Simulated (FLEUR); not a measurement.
# CdS (Hawleyite) (F-43m) in FLEUR: single point with PBEsol

Aim: the single point of CdS (Hawleyite) with PBEsol.

Everything below comes from runs of FLEUR MaX-R8.1 (later development tree). Logs are shortened: lines on timing, memory, paths and dates and some standing lists are left out, and cuts for length are marked.

**1. The crystal as given**

The structure is cubic, space group F-43m (No. 216). The conventional cell has a = 5.833 Å, b = 5.833 Å, c = 5.833 Å, α = 90.00°, β = 90.00°, γ = 90.00°. Around Cd (site symmetry -43m) lie 4 S at 2.53 Å. Around S (site symmetry -43m) lie 4 Cd at 2.53 Å.

**2. Single point, PBEsol**

File inp.xml:

```xml
<?xml version="1.0" encoding="UTF-8" standalone="no"?>
<fleurInput fleurInputVersion="0.39">
   <comment>
      CdS                                                                                                 
   </comment>
   <calculationSetup>
      <cutoffs Kmax="5.33" Gmax="16.5" GmaxXC="16.5" numbands="0"/>
      <scfLoop itmax="60" minDistance="0.00001" maxIterBroyd="15" imix="Anderson" alpha="0.05" precondParam="0.0" spinf="2.0" sdNocoIR="T"/>
      <coreElectrons ctail="T" frcor="F" kcrel="0" coretail_lmax="0"/>
      <xcFunctional name="PBEs" relativisticCorrections="F"/>
      <magnetism jspins="1"/>
      <soc l_soc="F" theta="0.0" phi="0.0" spav="F"/>
      <expertModes spex="0" secvar="F"/>
      <geometryOptimization l_f="F" forcealpha="1.0" forcemix="BFGS" epsdisp="0.00001" epsforce="0.00001"/>
      <ldaU l_linMix="F" mixParam="0.05" spinf="1.0"/>
   </calculationSetup>
   <cell>
      <bzIntegration valenceElectrons="26.0" mode="hist" fermiSmearingEnergy="0.00183747">
         <kPointListSelection listName="default-1"/>
         <!-- k-points included here -->
         <xi:include xmlns:xi="http://www.w3.org/2001/XInclude" href="kpts.xml"> </xi:include>
      </bzIntegration>
      <!-- symmetry operations included here -->
      <xi:include xmlns:xi="http://www.w3.org/2001/XInclude" href="sym.xml"> </xi:include>
      <bulkLattice scale="1.0">
         <bravaisMatrix>
            <row-1>    0.0000000000000000     5.5113862423958997     5.5113862423958997</row-1>
            <row-2>    5.5113862423958997     0.0000000000000000     5.5113862423958997</row-2>
            <row-3>    5.5113862423958997     5.5113862423958997     0.0000000000000000</row-3>
         </bravaisMatrix>
      </bulkLattice>
   </cell>
   <atomSpecies>
      <species name="Cadmium (Cd)" element="Cd" atomicNumber="48">
         <mtSphere radius="2.45" gridPoints="837" logIncrement="0.015"/>
         <atomicCutoffs lmax="10" lnonsphr="10"/>
         <electronConfig flipSpins="F">
            <coreConfig>(1s1/2) (2s1/2) (2p1/2) (2p3/2) (3s1/2) (3p1/2) (3p3/2) (3d3/2) (3d5/2)</coreConfig>
            <valenceConfig>(4s1/2) (4p1/2) (4p3/2) (5s1/2) (4d3/2) (4d5/2)</valenceConfig>
         </electronConfig>
         <energyParameters s="5" p="5" d="4" f="4"/>
         <lo type="SCLO" l="0" n="4" eDeriv="0"/>
         <lo type="SCLO" l="1" n="4" eDeriv="0"/>
         <lo type="SCLO" l="1" n="4" eDeriv="1"/>
         <lo type="SCLO" l="2" n="4" eDeriv="2"/>
         <lo type="SCLO" l="3" n="4" eDeriv="2"/>
      </species>
      <species name="Sulfur (S)" element="S" atomicNumber="16">
         <mtSphere radius="1.84" gridPoints="625" logIncrement="0.018"/>
         <atomicCutoffs lmax="8" lnonsphr="8"/>
         <electronConfig flipSpins="F">
            <coreConfig>(1s1/2) (2s1/2) (2p1/2) (2p3/2)</coreConfig>
            <valenceConfig>(3s1/2) (3p1/2) (3p3/2)</valenceConfig>
            <stateOccupation state="(3p1/2)" spinUp="0.666667" spinDown="0.666667"/>
            <stateOccupation state="(3p3/2)" spinUp="1.333333" spinDown="1.333333"/>
         </electronConfig>
         <energyParameters s="3" p="3" d="3" f="4"/>
         <lo type="SCLO" l="0" n="3" eDeriv="2"/>
         <lo type="SCLO" l="1" n="3" eDeriv="2"/>
         <lo type="SCLO" l="2" n="3" eDeriv="2"/>
         <lo type="SCLO" l="3" n="4" eDeriv="2"/>
      </species>
   </atomSpecies>
   <atomGroups>
      <atomGroup species="Cadmium (Cd)">
         <relPos label="                   1">.0000000000 .0000000000 .0000000000</relPos>
         <force calculate="T" relaxXYZ="TTT"/>
      </atomGroup>
      <atomGroup species="Sulfur (S)">
         <relPos label="                   2">-1.000/4.000 -1.000/4.000 -1.000/4.000</relPos>
         <force calculate="T" relaxXYZ="TTT"/>
      </atomGroup>
   </atomGroups>
   <output dos="F" band="F" slice="F">
      <checks vchk="F" cdinf="F"/>
      <bandDOS minEnergy="-.5*Htr" maxEnergy="0.5*Htr" sigma="0.015" storeEVData="T"/>
      <vacuumDOS vacdos="F" integ="F" star="F" nstars="0" locx1="0.0" locy1="0.0" locx2="0.0" locy2="0.0" nstm="0" tworkf="0.0"/>
      <unfoldingBand unfoldBand="F" supercellX="1" supercellY="1" supercellZ="1"/>
      <plotting iplot="0" polar="F">
         <plot TwoD="T" vec1="  1.0  0.0  0.0" vec2="  0.0  1.0  0.0" vec3="  0.0  0.0  1.0" zero="  0.0  0.0  0.0" file="plot"/>
      </plotting>
      <chargeDensitySlicing numkpt="0" minEigenval="0.0" maxEigenval="0.0" nnne="0" pallst="F"/>
      <specialOutput eonly="F"/>
      <moessbauerParams electricFieldGradient="T" isomerShift="T" coreHyperfine="T" valenceHyperfine="T"/>
      <magneticCircularDichroism mcd="F" energyLo="-10.0" energyUp="0.0"/>
   </output>
  <!-- We include the file relax.xml here to enable relaxations (see documentation) -->
  <xi:include xmlns:xi="http://www.w3.org/2001/XInclude" href="relax.xml"> <xi:fallback/> </xi:include>
</fleurInput>
```

File crystal.txt:

```
CdS
&input cartesian=F /
0.0000000000  2.9165000000  2.9165000000
2.9165000000  0.0000000000  2.9165000000
2.9165000000  2.9165000000  0.0000000000
1.8897261246
1.0 1.0 1.0

2
48 0.0000000000  0.0000000000  0.0000000000
16 0.7500000000  0.7500000000  0.7500000000

&kpt div1=8 div2=8 div3=8 gamma=T /
```

Potentials or basis: all-electron, FLAPW.

The run is started by

```bash
inpgen -f crystal.txt -profile fastHighL
# inp.xml edited to the form shown
fleur_MPI
```

Standard output:

```text
Welcome to FLEUR        (www.flapw.de)
      MaX-Release 8.1          (www.max-centre.eu)

 ========== k-point set info ==========
 Selected k-point list: default-1
 k-point list type: mesh
 8 x 8 x 8
 Number of k points: 29

 ------------Calculation Setup---------------------------
 Number of MPI-tasks      :            1
 Number of PE/node        :            1
 Number of OMP-threads    :            1
 Most efficient MPI parallelization for:
           1          29
 Additional eigenvalue parallelization possible
 Number of basis functions:          947
 Approximate size of matrices (H+S) per k-point:         0.027 GB
 --------------------------------------------------------
 Iteration:     1   Distance:       7.67368954 me/bohr^3
 Iteration:     2   Distance:       6.84783378 me/bohr^3
 Iteration:     3   Distance:       3.60956541 me/bohr^3
 Iteration:     4   Distance:       1.56137580 me/bohr^3
 Iteration:     5   Distance:       1.04937638 me/bohr^3
 Iteration:     6   Distance:       0.26622547 me/bohr^3
 Iteration:     7   Distance:       0.21370966 me/bohr^3
 Iteration:     8   Distance:       0.03013409 me/bohr^3
 Iteration:     9   Distance:       0.00818369 me/bohr^3
 Iteration:    10   Distance:       0.00277424 me/bohr^3
 Iteration:    11   Distance:       0.00039310 me/bohr^3
 Iteration:    12   Distance:       0.00034667 me/bohr^3
 Iteration:    13   Distance:       0.00003096 me/bohr^3
 Iteration:    14   Distance:       0.00000978 me/bohr^3

 ********************************************************************
 Run finished successfully
 Stop message:
   all done
 ********************************************************************
```

out.xml (last iteration):

```text
<iteration numberForCurrentRun="   14" overallNumber="   14">
         <energyParameters units="Htr">
            <atomicEP atomType="1" spin="1" branch="5s" branchLowest="-3.56" branchHighest="1.33" value="0.0389172025"/>
            <atomicEP atomType="1" spin="1" branch="5p" branchLowest="-2.12" branchHighest="2.02" value="0.1970757015"/>
            <atomicEP atomType="1" spin="1" branch="4d" branchLowest="-14.12" branchHighest="0.01" value="-0.1001149548"/>
            <atomicEP atomType="1" spin="1" branch="4f" branchLowest="-9.99" branchHighest="2.14" value="0.5113962190"/>
            <loAtomicEP atomType="1" spin="1" branch="4s" branchLowest="-26.60" branchHighest="-3.56" value="-3.5590090182"/>
            <loAtomicEP atomType="1" spin="1" branch="4p" branchLowest="-21.74" branchHighest="-2.12" value="-2.1354428259"/>
            <loAtomicEP atomType="1" spin="1" branch="4p" branchLowest="-21.74" branchHighest="-2.12" value="-2.1354428259"/>
            <loAtomicEP atomType="1" spin="1" branch="4d" branchLowest="-14.12" branchHighest="0.01" value="-0.1084562639"/>
            <loAtomicEP atomType="1" spin="1" branch="4f" branchLowest="-9.99" branchHighest="2.14" value="0.5113983315"/>
            <atomicEP atomType="2" spin="1" branch="3s" branchLowest="-7.34" branchHighest="1.01" value="-0.3755873991"/>
            <atomicEP atomType="2" spin="1" branch="3p" branchLowest="-5.32" branchHighest="1.60" value="-0.1176016672"/>
            <atomicEP atomType="2" spin="1" branch="3d" branchLowest="-9.99" branchHighest="2.17" value="0.1046488894"/>
            <atomicEP atomType="2" spin="1" branch="4f" branchLowest="-9.99" branchHighest="5.23" value="0.2711070223"/>
            <loAtomicEP atomType="2" spin="1" branch="3s" branchLowest="-7.34" branchHighest="1.01" value="-0.3755873991"/>
            <loAtomicEP atomType="2" spin="1" branch="3p" branchLowest="-5.32" branchHighest="1.60" value="-0.1179602354"/>
            <loAtomicEP atomType="2" spin="1" branch="3d" branchLowest="-9.99" branchHighest="2.17" value="0.1046483597"/>
            <loAtomicEP atomType="2" spin="1" branch="4f" branchLowest="-9.99" branchHighest="5.23" value="0.2711114487"/>
         </energyParameters>
         <eigenvalues>
            <eigenvaluesAt spin="1" ikpt="1" k_x="0.00000000" k_y="0.00000000" k_z="0.00000000">
                      -3.5590029960       -2.1292713539       -2.1292713539       -2.1292713539       -0.2948800140
                      -0.1239734186       -0.1239734186       -0.1239734186       -0.1060575939       -0.1060575939
                       0.1600033501        0.1600033501        0.1600033501        0.1968807369        0.3959873507
                       0.3959873507        0.3959873507        0.5725879519        0.5760921636        0.5760921636
                       0.6414167909
            </eigenvaluesAt>
            <eigenvaluesAt spin="1" ikpt="2" k_x="0.00000000" k_y="0.00000000" k_z="0.12500000">
                      -3.5590029136       -2.1292747774       -2.1292719691       -2.1292719691       -0.2925271811
                      -0.1231364102       -0.1231364102       -0.1220450808       -0.1061006383       -0.1061006383
[... 50 lines left out ...]
         </allElectronCharges>
         <moessbauerParams unitsHFF="kG" unitsIS="e/bohr^3" unitsEFG="Htr/bohr^2">
            <coreIsomerShift atomType="1" isTotal="161294.37197">
               <shell n="1" l="0" isomerShift="141438.14971"/>
               <shell n="2" l="0" isomerShift="16315.04835"/>
               <shell n="2" l="1" isomerShift="357.92474"/>
               <shell n="3" l="0" isomerShift="3109.90794"/>
               <shell n="3" l="1" isomerShift="73.34122"/>
               <shell n="3" l="2" isomerShift="0.00001"/>
            </coreIsomerShift>
            <coreIsomerShift atomType="2" isTotal="2922.39354">
               <shell n="1" l="0" isomerShift="2715.08936"/>
               <shell n="2" l="0" isomerShift="206.94469"/>
               <shell n="2" l="1" isomerShift="0.35949"/>
            </coreIsomerShift>
            <isomerShift atomType="1" nucleusRadius="0.0001140" averageDensity="161921.16934"/>
            <isomerShift atomType="2" nucleusRadius="0.0000750" averageDensity="2941.05308"/>
            <electricFieldGradient atomType="1" VXX="0.00000" VYY="0.00000" VZZ="0.00000" asymParam="0.00000">
            </electricFieldGradient>
            <electricFieldGradient atomType="2" VXX="0.00000" VYY="0.00000" VZZ="0.00000" asymParam="0.00000">
            </electricFieldGradient>
         </moessbauerParams>
         <totalEnergy                                    value="    -5992.0493039952" units="Htr">
            <sumOfEigenvalues                            value="    -3580.6876572676">
               <coreElectrons value="-3559.6410080967"/>
               <valenceElectrons value="-21.0466491709"/>
            </sumOfEigenvalues>
            <densityCoulombPotentialIntegral value="-9612.4548749942"/>
            <densityEffectivePotentialIntegral value="-9845.0891233905"/>
            <chargeDenXCDenIntegral value="-177.1426966890"/>
            <FockExchangeEnergyValence value="0.0000000000"/>
            <FockExchangeEnergyCore value="0.0000000000"/>
            <atomTypeDependentContributions atomType="1">
               <electronNucleiInteractionDifferentMTs value="6774.1057436584"/>
               <MadelungTerm value="-20.1702416805"/>
            </atomTypeDependentContributions>
            <atomTypeDependentContributions atomType="2">
               <electronNucleiInteractionDifferentMTs value="467.2220173863"/>
               <MadelungTerm value="-11.5826332068"/>
            </atomTypeDependentContributions>
            <tkbTimesEntropy value="0.0000000000"/>
            <freeEnergy value="-5992.0493039952"/>
            <extrapolationTo0K value="-5992.0493039952"/>
         </totalEnergy>
         <densityConvergence units="me/bohr^3">
            <chargeDensity spin="1" distance="0.0000097782"/>
         </densityConvergence>
      </iteration>
```

It took 3.3 min on 1 thread of Intel Xeon Platinum 8488C (Sapphire Rapids), shared host; peak memory 0.11 GiB.

Results:

```yaml
Free_energy: -163051.9680 eV
Band_gap_on_the_k_mesh: 1.00 eV, direct
Valence_electrons_inside_the_program's_atomic_spheres: Cd 18.35; S 3.32 (radii Cd 2.45, S 1.84 bohr)
```

Core levels (eV from the Fermi level):
```
atom                                                                                                                             levels
1 Cd  1s1/2 -26490.9, 2s1/2 -3928.2, 2p1/2 -3657.2, 2p3/2 -3464.9, 3s1/2 -728.2, 3p1/2 -619.6, 3p3/2 -585.3, 3d3/2 -392.9, 3d5/2 -385.9
 2 S                                                                            1s1/2 -2394.3, 2s1/2 -204.1, 2p1/2 -150.0, 2p3/2 -148.8
```
